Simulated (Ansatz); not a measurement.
**Carbon, fcc: HSE06 after PBE**

How do the levels change when part of the exchange is made exact, and what does it cost? Spin polarisation is left out. The geometry was relaxed under PBE beforehand and is kept. Exact exchange is dear, so the k-mesh is coarse, and PBE is run on the same mesh for comparison.

Program: Ansatz 0.2.0. Level of theory: DFT, plane waves (420 eV) with PBE-made PAW files, scalar-relativistic; functionals as named at each step. These are calculated values, not measurements.

## (1) Starting point

Symmetry: Fm-3m, No. 225, cubic system. Conventional cell: a = 3.082 Å, b = 3.082 Å, c = 3.082 Å, α = 90.00°, β = 90.00°, γ = 90.00°. Around C (site symmetry m-3m) lie 12 C at 2.18 Å.

Coordinates:

```cif
data_structure
_symmetry_space_group_name_H-M 'P 1'
_symmetry_Int_Tables_number 1
_cell_length_a 2.1796
_cell_length_b 2.1796
_cell_length_c 2.1796
_cell_angle_alpha 60.000
_cell_angle_beta 60.000
_cell_angle_gamma 60.000
_cell_volume 7.32
loop_
_atom_site_label
_atom_site_type_symbol
_atom_site_fract_x
_atom_site_fract_y
_atom_site_fract_z
_atom_site_occupancy
C1 C 0.00000 0.00000 0.00000 1
```

## (2) PBE, coarse mesh

The run with PBE.

input.yaml

```yaml
crystal:
  lattice:
    - [0.0, 1.5412318893, 1.5412318893]
    - [1.5412318893, 0.0, 1.5412318893]
    - [1.5412318893, 1.5412318893, 0.0]
  atoms:
    - { symbol: C, position: [0.0, 0.0, 0.0] }
hamiltonian:
  xc: pbe
  pseudopotentials:
    kind: paw
    azcp:
      C: "pseudopotentials/C.paw.azcp"
basis:
  ecutwfc: 420
  fft_grid_basis: typed
kpoints:
  mp_grid: { grid: [9, 9, 9], shift: [0, 0, 0] }
magnetization:
  spin_polarized: false
scf:
  occupations: { method: fermi_dirac, width: 0.1 }
```

Launch:

```sh
ansatz run input.yaml --threads 4 --pin off --max-ram 8192MiB --backend cpu --events-out ev --progress --plain --runs-dir out
```

Log, cut to the lines that bear on the results:

```text
Warning: RAYON_NUM_THREADS=4 ignored (pool sized by the plan → 4); use --threads N
[...]
Pseudopotentials: kind: paw
Pseudopotential: C, paw, valence charge 4, recommended cutoff 420 eV (normal), <dir>
Functional definition: PBE
[...]
Crystal: 1 atoms, lattice volume = 7.322 Å³
Basis set: ecut = 420 eV, 137 PW (Γ)
Bands: 6, of which v1, the nominal top of the filled ones, is band 2 counted from 1 (1 counted from 0)
Symmetry: 48 space group operations
Space group: Fm-3m (ITA 225), of the structure as read, at distance tolerance 1.9e-5 Å
k-points: 35 of 729
[...]
SCF iter   1: F=—  HF=-246.384826 eV  |F-HF|=—  |Δ(HF+E_count)|=         —  Δρ=2.59e-3  dr2=1.34e-4  ethr=1.77e-3  ⟨swp⟩=4.9  Hψ=1614  notcnv=0
[...]
SCF iter   6: F=-246.384793 eV  HF=-246.384793 eV  |F-HF|=7.45e-9  |Δ(HF+E_count)|=   1.29e-7  Δρ=2.20e-5  dr2=2.17e-8  ethr=1.58e-9  ⟨swp⟩=1.0  Hψ=576  notcnv=0
[...]
SCF converged after 6 iterations
Free energy (F): -246.384793 eV
[...]
E sigma→0 (E₀):  -246.376795 eV
Entropy (-TS):   -0.015995 eV (-15.995 meV/atom)
Fermi energy:    10.615021 eV
[...]
```

Run time: 0.67 s. Hardware: 4 threads of Arm Neoverse V1, shared host; peak memory 0.22 GiB.

## (3) HSE06 on the coarse mesh

The run with HSE06.

input.yaml, as its differences from that of step 2:

```diff
@@ -8,3 +8,3 @@
 hamiltonian:
-  xc: pbe
+  xc: hse06
   pseudopotentials:
```

Launch:

```sh
ansatz run input.yaml --threads 4 --pin off --max-ram 8192MiB --backend cpu --events-out ev --progress --plain --runs-dir out
```

Log, cut to the lines that bear on the results:

```text
Warning: RAYON_NUM_THREADS=4 ignored (pool sized by the plan → 4); use --threads N
[...]
Pseudopotentials: kind: paw
Pseudopotential: C, paw, valence charge 4, recommended cutoff 420 eV (normal), <dir>
Functional definition: HSE06
[...]
Crystal: 1 atoms, lattice volume = 7.322 Å³
Basis set: ecut = 420 eV, 137 PW (Γ)
Bands: 6, of which v1, the nominal top of the filled ones, is band 2 counted from 1 (1 counted from 0)
Symmetry: 48 space group operations
Space group: Fm-3m (ITA 225), of the structure as read, at distance tolerance 1.9e-5 Å
k-points: 35 of 729
[...]
SCF iter   1: F=—  HF=-246.385265 eV  |F-HF|=—  |Δ(HF+E_count)|=         —  Δρ=2.32e-3  dr2=6.37e-5  ethr=1.77e-3  ⟨swp⟩=5.2  Hψ=855  notcnv=0
[...]
Frozen-core exchange: fock
[...]
SCF 2 stopped early in 5 iterations: F = -245.955195 eV  dr2 = 2.78e-7
hybrid outer 1: dexx = +1.617e-3 eV, tail = 2.85e-6 eV
[...]
Frozen-core exchange: fock
[...]
hybrid outer 2: dexx = +3.182e-8 eV, tail = 1.15e-8 eV, Δε = 9.21e-4 eV (about 5.95e-5 eV left of the loop's levels)
hybrid SCF converged: 2 outer / 7 inner (+5 warm-up), last move |dexx| = 3.18e-8 eV, tail = 1.15e-8 eV
Stability not checked: this state was not tested for a lower state beside it, because the functional holds exact exchange (a hybrid, or Hartree-Fock), whose exchange loop this test does not read (fock_operator; see scf.lower_state_search)
Free energy (F): -245.955213 eV
Frozen-core exchange: fock
[...]
E sigma→0 (E₀):  -245.948231 eV
Entropy (-TS):   -0.013965 eV (-13.965 meV/atom)
Fermi energy:    10.822357 eV
[...]
--- Band table (eV; the first three rows and the last of 35) ---
  k-point 0: bands = ["-10.8292", "19.7991", "19.7991", "19.7991", "41.6006"]
[...]
  guard bands above this table: 1 of the run's 6 bands, where the rule asks 2: the bands that hold charge and the lowest empty level above them stay in the table. The solve was not asked for them (output.publish_guard_bands: true or output.eigenvalues: true publishes all)
```

Wall time 1.9 s (4 threads of Arm Neoverse V1, shared host); peak memory 0.46 GiB.

## (4) Side by side

```
functional               gap on the mesh  Fermi energy (eV)  SCF cycles  exchange loops  CPU time
       PBE  none (levels filled in part)             10.615           6               -    0.82 s
     HSE06  none (levels filled in part)             10.822          12               2     5.3 s
```

## (5) Summary of results

| quantity | value |
| --- | --- |
| PBE: gap | none (levels filled in part) |
| HSE06: gap | none (levels filled in part) |
| HSE06: SCF cycles, exchange loops | 12, 2 |
| HSE06: CPU time over that of PBE | 6.4 |
| HSE06: relative to graphite | +5004 meV/atom |

Neither PBE nor HSE06 shows a clean gap on this mesh. HSE06 cost 6.4 times the CPU time of PBE. The exchange operator of HSE06 was renewed in 2 outer loops. The dense-mesh value adds +7.7 meV/atom, the change that PBE shows between the coarse mesh and its own dense run (not shown). Under HSE06 it lies 5004 meV/atom above graphite (computed apart in the same way); on such meshes a few tens of meV are uncertain for metals. Absolute energies differ from functional to functional, by eV per atom at times, and say nothing by themselves.
